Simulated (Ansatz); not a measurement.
La2O3:

```
La O
1.0
     6.26678    0.00000    0.00000
    -3.13339    5.42719    0.00000
     0.00000    0.00000    3.29977
La O
2 3
Direct
  0.66667 0.33333 0.50000
  0.33333 0.66667 0.50000
  0.50801 0.00000 0.00000
  0.00000 0.50801 0.00000
  0.49199 0.49199 0.00000
```

The cell comes from a database or a generator and needn't be the stable form of this composition.

Base run:

| Quantity | Value |
| --- | --- |
| Program | Ansatz 0.2.0 |
| Functional | r2SCAN |
| Potentials or basis | Ansatz PAW |
| Cutoff | 500 eV |
| Density cutoff | 2000 eV |
| k mesh | 5 × 5 × 8 |
| Occupations | fermi-dirac, width 0.05 eV |
| Spin | no spin polarisation |

Its results: band gap on the k mesh 1.85 eV, indirect (least direct gap 2.40 eV); pressure 1.4 GPa; largest force 0.050 eV/Å.

Problem. The run is repeated on the same cell with these changes: functional from r2SCAN to LDA; cutoff from 500 eV to 420 eV; density cutoff from 2000 eV to 1680 eV. What comes out?

Solution. Band gap on the k mesh 1.39 eV, indirect (least direct gap 1.91 eV); pressure -3.3 GPa; largest force 0.073 eV/Å.

r2SCAN gives the wider gap, since meta-GGAs in the generalised Kohn-Sham scheme recover part of the derivative discontinuity.

Caveats: spin-orbit coupling is left out, which moves the levels of the heavy elements; the PAW data sets come from PBE, with cores solved anew for the run's functional, which leaves a small shift of forces and pressure; the magnetic or orbital state may not be the lowest (some runs).

Not every run made on this cell is shown here.
